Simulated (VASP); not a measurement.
Results of a VASP single-point calculation on NaH (strained NiAs)

POSCAR

```
Na H
 1.0000000000000000
     3.2700352224183038    0.0000000000000000    0.0000000000000000
    -1.6350176112091519    2.8319335738841485    0.0000000000000000
     0.0000000000000000    0.0000000000000000    5.7446556689000001
 Na  H
   2   2
Cartesian
  0.0000000000000000  0.0000000000000000  0.0000000000000000
  0.0000000000000000  0.0000000000000000  2.8723278344499996
 -0.0000000000000001  1.8879557159227651  1.4361639172249998
  1.6350176112091515  0.9439778579613826  4.3084917516749988
```

```yaml
gap_between_bands_v_and_c: 3.46 eV
least_direct_gap: 4.60 eV
```

Band v is the last that the valence electrons fill when counted band by band, and c is the next. Levels in eV from the top of v:

| point | v−1 | v | c | c+1 |
| --- | --- | --- | --- | --- |
| Γ | -3.80 | -1.22 | 3.46 | 10.79 |
| M | -0.83 | -0.27 | 4.48 | 6.03 |
| K | -0.20 | -0.20 | 5.74 | 6.20 |
| A | -2.82 | -2.82 | 6.80 | 6.80 |
| L | -0.51 | -0.51 | 4.43 | 4.43 |
| H | -0.14 | -0.14 | 5.27 | 5.27 |

Question: Which of these levels of theory gave these results?
A. LDA
B. PBEsol
C. r²SCAN
D. PBE0
E. HSE06
F. PBE with spin–orbit coupling
G. PBE

Answer: G.

The INCAR was:

```
LWAVE = .FALSE.
NELM = 120
EDIFF = 1E-7
GGA = PE
ISMEAR = -1
ISIF = 2
LCHARG = .FALSE.
NBANDS = 16
PREC = Accurate
ENCUT = 520
NSW = 0
LASPH = .TRUE.
IBRION = -1
LREAL = .FALSE.
SIGMA = 0.02
```
